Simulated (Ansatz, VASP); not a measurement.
# Co8O (Co(0001)) in two plane-wave programs, part 2 of 2

One calculation is typed for both programs; each brings its own data sets and cutoff. How far apart do they land?  The structure shown is the end of the VASP relaxation below.

VASP 6.6.1 and Ansatz 0.2.0.

So far: Set-up; VASP: relaxation, PBE.

## Step 3: Ansatz: single point, PBE

Level of this step: Ansatz beside VASP: Kohn-Sham DFT, plane waves, PBE (Ansatz).

Ansatz runs on its default PAW (the set named soft_2) files.

The same cell, functional, mesh and smearing now go to Ansatz, which takes its cutoff from its data sets.

input.yaml reads:

```yaml
crystal:
  lattice:
    - [4.97844357, 0.0, 0.0]
    - [2.48922179, 4.3114586, 0.0]
    - [0.0, 0.0, 21.04212695]
  atoms:
    - { symbol: Co, position: [0.83333333, 0.33333333, 0.35642785], spin: 2.0 }
    - { symbol: Co, position: [0.33333333, 0.33333333, 0.35642785], spin: 2.0 }
    - { symbol: Co, position: [0.83333333, 0.83333333, 0.35642785], spin: 2.0 }
    - { symbol: Co, position: [0.33333333, 0.83333333, 0.35642785], spin: 2.0 }
    - { symbol: Co, position: [0.0, 0.0, 0.45214262], spin: 2.0 }
    - { symbol: Co, position: [0.5, 0.0, 0.45214262], spin: 2.0 }
    - { symbol: Co, position: [0.0, 0.5, 0.45214262], spin: 2.0 }
    - { symbol: Co, position: [0.5, 0.5, 0.45214262], spin: 2.0 }
    - { symbol: Co, position: [0.83166022, 0.33667956, 0.54905607], spin: 2.0 }
    - { symbol: Co, position: [0.33166022, 0.33667956, 0.54905607], spin: 2.0 }
    - { symbol: Co, position: [0.83204956, 0.83590086, 0.5492963], spin: 2.0 }
    - { symbol: Co, position: [0.33204956, 0.83590086, 0.5492963], spin: 2.0 }
    - { symbol: Co, position: [0.00488143, 0.99023715, 0.64239764], spin: 2.0 }
    - { symbol: Co, position: [0.50488143, 0.99023715, 0.64239764], spin: 2.0 }
    - { symbol: Co, position: [0.99448335, 0.5110333, 0.64619828], spin: 2.0 }
    - { symbol: Co, position: [0.49448335, 0.5110333, 0.64619828], spin: 2.0 }
    - { symbol: O, position: [0.33506662, 0.32986676, 0.69663931] }
    - { symbol: O, position: [0.83506662, 0.32986676, 0.69663931] }
hamiltonian:
  xc: pbe
  pseudopotentials: { kind: paw }
magnetization:
  spin_polarized: true
kpoints:
  mp_grid: { grid: [6, 6, 1] }
scf:
  occupations: { method: methfessel_paxton, width: 0.15 }
  n_extra_bands: 26
efield:
  axis: 3
  dipole_correction: true
  ramp_width: 0.04
output:
  forces: true
  eigenvalues: true
  write_density: true
  write_potential: true
  elf: true
  volumetric_format: npy
```

Started as:

```bash
$ ansatz run input.yaml --threads 4 --pin off --max-ram 18432MiB --backend cpu --events-out ev --progress --plain --runs-dir out
```

Numbers of over 12 decimals in the logs are rounded to 6 here.

Log:

```text
Warning: the band count 168 (scf.n_extra_bands) hosts the net moment |M| = 32.0000 μB (N_el = 284) but caps the reachable moment at 2·n_bands − N_el = 52.0000 μB, below the 190 bands that the automatic rule leaves for it — a moment growing past the seed, or the majority channel's smearing tail, pins there with fewer empty majority states than that count leaves; raise or omit scf.n_extra_bands unless the cap is intended
scf.n_extra_bands = 26 over 142 filled bands (N_el = 284.0): the run solves 168 bands
Engine: ansatz 0.2.0, aarch64-unknown-linux-gnu
Pseudopotentials: kind: paw
Pseudopotential: Co, paw, valence charge 17, recommended cutoff 420 eV (normal), Co.paw.azcp
Pseudopotential: O, paw, valence charge 6, recommended cutoff 420 eV (normal), O.paw.azcp
Functional definition: PBE
  parameter kappa = 0.804
  parameter beta = 0.066725
  exchange = pbe_x(kappa = kappa, mu = beta*pi^2/3)
  correlation = pbe_c(beta = beta)
Crystal: 18 atoms, lattice volume = 451.656 Å³
Basis set: ecut = 420 eV, 8801 PW (Γ), exchange–correlation on 72×72×288 points (8 copies of the dense FFT grid, shifted against one another)
Bands: 168, of which v1, the nominal top of the filled ones, is band 142 counted from 1 (141 counted from 0)
Symmetry: 4 space group operations
k-points: 13 of 36 (time reversal used)
Non-local potential: Co, projectors of the file, l = 0: 3, l = 1: 2, l = 2: 3, l = 3: 1
Non-local potential: O, projectors of the file, l = 0: 2, l = 1: 2, l = 2: 1
PAW form: soft (Blöchl's): semilocal exchange-correlation on the pseudo side does not see the compensation charge
PAW one-centre angular grid: Co, 590 points (default); XC on 64 Gauss nodes
PAW one-centre angular grid: O, 110 points (default); XC on 64 Gauss nodes
Initial density: superposition of atomic densities (neutral atoms: chi_scale 0, normalization atom)
Starting moments: Σ|m| = 32 μB on 16 of 18 sites
Initial wavefunctions: pseudopotential atomic-orbital guess
Functional: x = pbe(κ = 0.804, μ = 0.219515), c = pbe(β = 0.066725)
SCF iter   1: F=—  HF=-83140.076512 eV  |F-HF|=—  |Δ(HF+E_count)|=         —  Δρ=4.79e-2 (↑3.38e-2 ↓4.79e-2)  dr2=2.56e1  dr2_m=1.28e0  M=29.314 μB ∫|m|=30.146 μB  β_m=1.00  ethr=3.10e-3  p=-0.000 e·Å  D=-5.69e-6 V/Å  ΔV_dip=0.00 eV  dr2_dipole=1.01e0  V_vac-E_F(+/−)=7.39/7.39 eV  ⟨swp⟩=7.1  Hψ=20504  notcnv=0
Mixer restart at iter 1: flushing history
efield: sawtooth ramp at fractional position 0.0065 (placed from the atoms, in the widest stretch of the axis that holds none; the zero of the levels goes with the place), width 0.0400; the density the first Hamiltonian is built on has a dipole p = -0.000 e·Å; the dipole correction subtracts the counter field D = -5.69e-6 V/Å, which shifts the + side's vacuum level by +0.00 eV against the − side's; the planar-averaged density in the ramp window peaks in size at 8.7e-6 e/Å³
preconditioner: auto → LDOS  [metal: Δε(μ)=0.016 eV  Ē_g=5.135 eV  σ=0.150 eV  W_gap=0.06  n_scr=100 (ndim 8)  ℏωp=21.8 eV  f_vac=0.534  D(μ)=16.36/eV (n_scr^D=124)]
spin=Collinear: LDOS preconditioning applied to the charge; magnetization (m = ρ↑ − ρ↓) channel mixes plain (no charge-response kernel on spin).
SCF iter   2: F=—  HF=-83138.494622 eV  |F-HF|=—  |Δ(HF+E_count)|=    1.58e0  Δρ=2.39e-2 (↑2.39e-2 ↓1.98e-2)  dr2=8.41e0  dr2_m=2.52e-1  M=28.767 μB ∫|m|=30.727 μB  β_m=0.34  ethr=3.10e-3  p=0.016 e·Å  D=6.22e-3 V/Å  ΔV_dip=-0.13 eV  dr2_dipole=8.51e-1  V_vac-E_F(+/−)=6.46/6.59 eV  ⟨swp⟩=2.3  Hψ=7817  notcnv=0  defer=115
density mixer auto → msr1: a metal under ldos (density of states about μ 2.79 of a free-electron gas's, 100 screened modes)
SCF iter   3: F=—  HF=-83143.443057 eV  |F-HF|=—  |Δ(HF+E_count)|=    4.95e0  Δρ=1.93e-2 (↑1.93e-2 ↓1.43e-2)  dr2=5.21e0  dr2_m=3.30e-1  M=28.118 μB ∫|m|=30.397 μB  β_m=0.48  ethr=2.96e-3  p=0.009 e·Å  D=3.52e-3 V/Å  ΔV_dip=-0.07 eV  dr2_dipole=9.90e-1  V_vac-E_F(+/−)=5.93/6.00 eV  ⟨swp⟩=2.0  Hψ=5766  notcnv=0  defer=115
SCF iter   4: F=—  HF=-83146.459979 eV  |F-HF|=—  |Δ(HF+E_count)|=    3.02e0  Δρ=1.17e-2 (↑1.17e-2 ↓1.11e-2)  dr2=2.16e0  dr2_m=3.11e-1  M=27.284 μB ∫|m|=29.719 μB  β_m=0.74  ethr=1.83e-3  p=-0.045 e·Å  D=-1.81e-2 V/Å  ΔV_dip=0.38 eV  dr2_dipole=5.44e-1  V_vac-E_F(+/−)=5.77/5.39 eV  ⟨swp⟩=2.0  Hψ=6478  notcnv=0  defer=132
SCF iter   5: F=—  HF=-83147.192537 eV  |F-HF|=—  |Δ(HF+E_count)|=   7.33e-1  Δρ=8.54e-3 (↑8.54e-3 ↓3.92e-3)  dr2=3.83e-1  dr2_m=7.97e-2  M=26.233 μB ∫|m|=28.497 μB  β_m=0.69  ethr=7.60e-4  p=-0.116 e·Å  D=-4.67e-2 V/Å  ΔV_dip=0.98 eV  dr2_dipole=1.01e-4  V_vac-E_F(+/−)=6.00/5.02 eV  ⟨swp⟩=2.2  Hψ=7406  notcnv=0  defer=132
SCF iter   6: F=—  HF=-83147.119072 eV  |F-HF|=—  |Δ(HF+E_count)|=   7.35e-2  Δρ=2.74e-3 (↑2.71e-3 ↓2.74e-3)  dr2=1.22e-1  dr2_m=8.67e-3  M=26.304 μB ∫|m|=28.587 μB  β_m=0.61  ethr=1.35e-4  p=-0.125 e·Å  D=-5.00e-2 V/Å  ΔV_dip=1.05 eV  dr2_dipole=1.73e-2  V_vac-E_F(+/−)=6.09/5.04 eV  ⟨swp⟩=2.9  Hψ=9611  notcnv=0  defer=139
[...]
SCF iter  19: F=—  HF=-83147.002820 eV  |F-HF|=—  |Δ(HF+E_count)|=   3.24e-6  S|Δr|=    0.00e0  Δρ=2.23e-5 (↑1.08e-5 ↓2.23e-5)  dr2=2.70e-6  dr2_m=4.79e-7  M=26.432 μB ∫|m|=28.762 μB  β_m=0.71  ethr=3.13e-9  p=-0.132 e·Å  D=-5.28e-2 V/Å  ΔV_dip=1.11 eV  dr2_dipole=7.14e-9  V_vac-E_F(+/−)=6.10/4.99 eV  ⟨swp⟩=2.2  Hψ=6403  notcnv=0  defer=138
SCF iter  20: F=—  HF=-83147.002820 eV  |F-HF|=—  |Δ(HF+E_count)|=   3.12e-7  S|Δr|=    0.00e0  Δρ=1.29e-5 (↑1.25e-5 ↓1.29e-5)  dr2=1.57e-6  dr2_m=2.62e-7  M=26.433 μB ∫|m|=28.762 μB  β_m=0.66  ethr=9.51e-10  p=-0.132 e·Å  D=-5.28e-2 V/Å  ΔV_dip=1.11 eV  dr2_dipole=1.05e-8  V_vac-E_F(+/−)=6.10/4.99 eV  ⟨swp⟩=2.7  Hψ=7888  notcnv=0  defer=138
SCF iter  21: F=—  HF=-83147.002821 eV  |F-HF|=—  |Δ(HF+E_count)|=   7.65e-7  S|Δr|=    0.00e0  Δρ=7.96e-6 (↑3.03e-6 ↓7.96e-6)  dr2=2.88e-7  dr2_m=6.73e-8  M=26.433 μB ∫|m|=28.762 μB  β_m=0.64  ethr=5.54e-10  p=-0.132 e·Å  D=-5.28e-2 V/Å  ΔV_dip=1.11 eV  dr2_dipole=4.90e-9  V_vac-E_F(+/−)=6.10/4.99 eV  ⟨swp⟩=2.8  Hψ=7310  notcnv=0  defer=138
SCF iter  22: F=—  HF=-83147.002821 eV  |F-HF|=—  |Δ(HF+E_count)|=   1.54e-7  S|Δr|=    0.00e0  Δρ=4.30e-6 (↑1.36e-6 ↓4.30e-6)  dr2=1.03e-7  dr2_m=2.00e-8  M=26.433 μB ∫|m|=28.762 μB  β_m=0.75  ethr=1.01e-10  p=-0.132 e·Å  D=-5.28e-2 V/Å  ΔV_dip=1.11 eV  dr2_dipole=5.18e-9  V_vac-E_F(+/−)=6.10/4.99 eV  ⟨swp⟩=2.4  Hψ=6476  notcnv=0  defer=138
SCF iter  23: F=-83147.002821 eV  HF=-83147.002821 eV  |F-HF|=2.62e-8  |Δ(HF+E_count)|=   4.42e-8  S|Δr|=    0.00e0  Δρ=3.66e-6 (↑2.09e-6 ↓3.66e-6)  dr2=9.59e-8  dr2_m=5.31e-9  M=26.433 μB ∫|m|=28.762 μB  ethr=3.52e-11  p=-0.132 e·Å  D=-5.28e-2 V/Å  ΔV_dip=1.11 eV  dr2_dipole=9.51e-10  V_vac-E_F(+/−)=6.10/4.99 eV  ⟨swp⟩=17.8  Hψ=36633  notcnv=0
SCF 1 converged in 23 iterations: F = -83147.002821 eV  dr2 = 9.59e-8
  greatest PAW one-centre occupation: 1.001 electrons in one spin orbital (limit 2), on the Co atom at site 3 (counted from 0), in its partial waves of l = 1
WARN: The output density's exchange-correlation potential varies sharply where the density is thin. Do not read a vacuum level from v_tot or v_xc, or from such a field of the output density. On a cell that repeats whose density bears no net charge and no dipole along the vacuum's axis use v_es (v_loc + v_h of the components); under efield.dipole_correction with no amplitude use v_es + v_field, which holds any externa [...]
this state was not tested for a lower state beside it, because cold or Methfessel-Paxton smearing, or corrected tetrahedra, fill the levels in a way that the test cannot read (fill_not_monotonic; see scf.lower_state_search)
SCF converged after 23 iterations
Magnetization: 26.4327 μB (155.2164 up, 128.7836 down)
Absolute magnetization: 28.7697 μB (∫|ρ↑−ρ↓|, with the PAW one-centre terms)
Spin contamination: 0.4818 ħ² per cell (⟨S²⟩ above its minimum at these occupations)
Per-site moments (μB) at R_I (Å): [(1.837098, 1.020617), (1.837098, 1.020617), (1.811713, 1.020617), (1.811713, 1.020617), (1.750943, 1.020617), (1.750943, 1.020617), (1.773880, 1.020617), (1.773880, 1.020617), (1.830265, 1.017861), (1.830265, 1.017861), (1.719558, 0.995973), (1.719558, 0.995973), (1.634187, 0.765838), (1.634187, 0.765838), (1.090986, 0.747718), (1.090986, 0.747718), (0.077982, 0.747718), (0.077982, 0.747718)]
Free energy (F): -83147.002821 eV
Harris-Foulkes:  -83147.002821 eV  (|F-HF|=2.62e-8)
Internal energy: -83147.005929 eV  (E = F + TS)
E sigma→0 (E₀):  -83147.003598 eV
Entropy (-TS):   0.003107 eV (0.173 meV/atom)
Fermi energy:    4.283745 eV
Dipole field:    D = -0.052792 V/Å  (p = -0.131770 e·Å, saw-weighted, corrected)
Work function:   Φ+ = 6.1024 eV   Φ− = 4.9915 eV
Levels:          The Fermi level and band energies are counted from a zero that moves with the ramp; work functions are not
--- Per-component energies (eV) ---
  E_band       = -7913.077167
  E_kinetic    = 7594.518790
  E_local      = -486814.656700  (includes V_loc(G=0)·N_el)
  E_nonlocal   = 7374.647407
  E_hartree    = 237645.668208
  E_xc         = -2682.687315
  E_vxc        = -3459.027965  (∫ρ·V_xc dr)
  E_paw        = -24562.548202  (= ΣΔE_a)
  E_vpaw       = -7894.358223  (= ΣTr[D̂ρ^β])
  E_aug_tail   = 0.006063  (compensation charges beyond the density's cutoff)
  E_efield     = 0.003478  (sawtooth field / dipole correction)
  E_vefield    = -5.588269  (∫n·V_field dr)
  E_ewald      = 178298.042341
  E_smearing   = 0.003107  (= −TS)
  E_closure    = -0.000000  (closes the sum)
  Σ components = -83147.002821   (vs F -83147.002821, Δ=0.00e0)
--- Forces (eV/Å), atoms counted from 1 ---
  atom   1  Co     0.00000000     0.00005914     0.37626489
  atom   2  Co     0.00000000     0.00005914     0.37626489
  atom   3  Co     0.00000000     0.01164611     0.31217254
  atom   4  Co     0.00000000     0.01164611     0.31217254
  atom   5  Co     0.00000000     0.00466510    -0.36035005
  atom   6  Co     0.00000000     0.00466510    -0.36035005
  atom   7  Co    -0.00000000    -0.02610144    -0.46021120
  atom   8  Co    -0.00000000    -0.02610144    -0.46021120
  atom   9  Co     0.00000000     0.00670239     0.00712347
  atom  10  Co     0.00000000     0.00670239     0.00712347
  atom  11  Co     0.00000000     0.01057503     0.01253890
  atom  12  Co     0.00000000     0.01057503     0.01253890
  atom  13  Co     0.00000000     0.04097555     0.05148805
  atom  14  Co     0.00000000     0.04097555     0.05148805
  atom  15  Co    -0.00000000    -0.06225840     0.05494773
  atom  16  Co    -0.00000000    -0.06225840     0.05494773
  atom  17  O      0.00000000     0.01373446     0.00605783
  atom  18  O      0.00000000     0.01373446     0.00605783
  max |Σ_I F_I| component: 6.43e-5 eV/Å
--- Band table (eV; the first three rows and the last of 26) ---
  k-point 0 ↑: bands = [... 138 lower, 3.3313, 3.3906, 3.4739, 3.4853, 3.5465, 3.5493, 3.5864, 3.6090, ... 22 higher]
  k-point 1 ↑: bands = [... 138 lower, 3.3222, 3.3287, 3.3337, 3.3341, 3.3777, 3.4124, 3.4266, 3.4524, ... 22 higher]
  k-point 2 ↑: bands = [... 138 lower, 2.9972, 3.0479, 3.0881, 3.1307, 3.1868, 3.2581, 3.2632, 3.3381, ... 22 higher]
  k-point 12 ↓: bands = [... 138 lower, 4.7205, 4.8789, 4.9305, 4.9726, 4.9924, 5.1379, 5.1443, 5.1932, ... 22 higher]
```

Wall time 3.6 min (4 threads of Arm Neoverse V1, shared host); peak memory 2.6 GiB.

## Step 4: Comparison

Known differences besides the PAW data sets themselves: the data sets hold 284 valence electrons in Ansatz (default PAW (the set named soft_2) files) and 156 in VASP; the cutoff is 420 eV in Ansatz and 440 eV in VASP (PREC = Normal, projectors in real space); site moments are counted in spheres of each program's own size. Total energies have different zeros and are not compared.

The two programs side by side:

```
           quantity  Ansatz   VASP  difference
  total moment (μB)   26.43  26.28       +0.15
 moment on Co1 (μB)    1.84   1.78       +0.06
 moment on Co2 (μB)    1.84   1.78       +0.06
moment on Co10 (μB)    1.83   1.77       +0.06
 moment on Co9 (μB)    1.83   1.77       +0.06
 moment on Co3 (μB)    1.81   1.76       +0.06
 moment on Co4 (μB)    1.81   1.76       +0.06
 moment on Co8 (μB)    1.77   1.71       +0.06
 moment on Co7 (μB)    1.77   1.71       +0.06
```

Forces on 10 of the 18 atoms, picked by the larger force of the two programs (eV/Å; atoms numbered as in POSCAR):

```
atom         Ansatz x, y, z           VASP x, y, z
 Co1    0.000, 0.000, 0.376   0.000, -0.003, 0.398
 Co2    0.000, 0.000, 0.376   0.000, -0.003, 0.398
 Co3    0.000, 0.012, 0.312    0.000, 0.014, 0.334
 Co4    0.000, 0.012, 0.312    0.000, 0.014, 0.334
 Co5   0.000, 0.005, -0.360   0.000, 0.005, -0.350
 Co6   0.000, 0.005, -0.360   0.000, 0.005, -0.350
 Co7  0.000, -0.026, -0.460  0.000, -0.030, -0.434
 Co8  0.000, -0.026, -0.460  0.000, -0.030, -0.434
Co15   0.000, -0.062, 0.055   0.000, -0.007, 0.006
Co16   0.000, -0.062, 0.055   0.000, -0.007, 0.006
```

The forces differ by 20 meV/Å r.m.s., which is 13.6 % of the r.m.s. force of 0.15 eV/Å (both taken over all components, held atoms included).

## Step 5: What moves the difference

The difference is large enough to ask for its cause, so further runs change the set-up of one program at a time, as the table lists.

```
                                     run  r.m.s. force difference (meV/Å)
                                as above                               20
Ansatz's larger PAW set (cutoff 1000 eV)                               19
```

## Step 6: What came out

```yaml
r_m_s_force_difference_single_point_pbe: 20 meV/Å
```

**Reading.** The r.m.s. force difference is 20 meV/Å (single point, PBE), beyond the 12 meV/Å picked in this series as the mark of a large difference. For single point, PBE: no further run halves the r.m.s. force difference; only Ansatz's side was varied. 1 further run on this material is not shown. How closely two codes agree says nothing of how well the functional describes the real material.

[Lines on the potential files, build, host, timing and source positions are cut from VASP's logs without a mark.]

[Logs are printed without paths, hosts, clocks, repeated set-up lines and the standing remarks that a program may print on its own settings, such as how far it seeks lower states.]

[Hosts, paths, dates, database ids (printed as entryN), source tags and the programs' standing remarks are cut or masked in the printed files.]
